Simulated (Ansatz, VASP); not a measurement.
**One calculation of Ir, two programs**

File INCAR:

```
SYSTEM = Ir
PREC = Accurate ; ENCUT = 520
EDIFF = 1E-6 ; ISMEAR = -1
SIGMA = 0.05 ; LREAL = .False.
LASPH = .True. ; NELM = 80
ALGO = Normal ; ISIF = 2
LWAVE = .False. ; LCHARG = .False.
GGA = PE ; NBANDS = 10
```

Contents of KPOINTS:

```
Automatic mesh
0
Gamma
  14 14 14
  0 0 0
```

Contents of POSCAR:

```
Ir
1.0
    2.5527168920      0.0000000000      0.0000000000
    0.0000000000      2.5527168920      0.0000000000
    0.0000000000      0.0000000000      2.5527168920
Ir
1
Direct
    0.0000000000      0.0000000000      0.0000000000
```

Input for Ansatz:

```yaml
crystal:
  lattice:
    - [2.552716892, 0.0, 0.0]
    - [0.0, 2.552716892, 0.0]
    - [0.0, 0.0, 2.552716892]
  atoms:
    - { symbol: Ir, position: [0.0, 0.0, 0.0] }
kpoints:
  mp_grid: { grid: [14, 14, 14] }
scf:
  occupations: { method: fermi_dirac, width: 0.05 }
hamiltonian:
  xc: pbe
  pseudopotentials: { kind: all_electron, lapw: { basis_error: 0.001 } }
output:
  forces: true
  stress: true
  eigenvalues: true
```

Change from the starting cell: volume scaled by 0.98.

Alike in both runs: task single point; functional PBE; k mesh 14 × 14 × 14; occupations fermi-dirac, width 0.05 eV; no spin polarisation.

|  | VASP | Ansatz |
| --- | --- | --- |
| version | VASP 6.6.1 | Ansatz 0.2.0 |
| potentials or method | VASP PAW PBE potentials, release 64 (Ir) | all-electron LAPW, scalar-relativistic |
| plane-wave cutoff (eV) | 520 | see its input |

```csv
,VASP,Ansatz,Ansatz less VASP
pressure (GPa),5.4,5.2,-0.20
```

Ansatz ran all-electron here, so the differences hold the error of VASP's frozen core and of both bases.

The runs have no spin-orbit coupling, so splittings on Ir are missing.
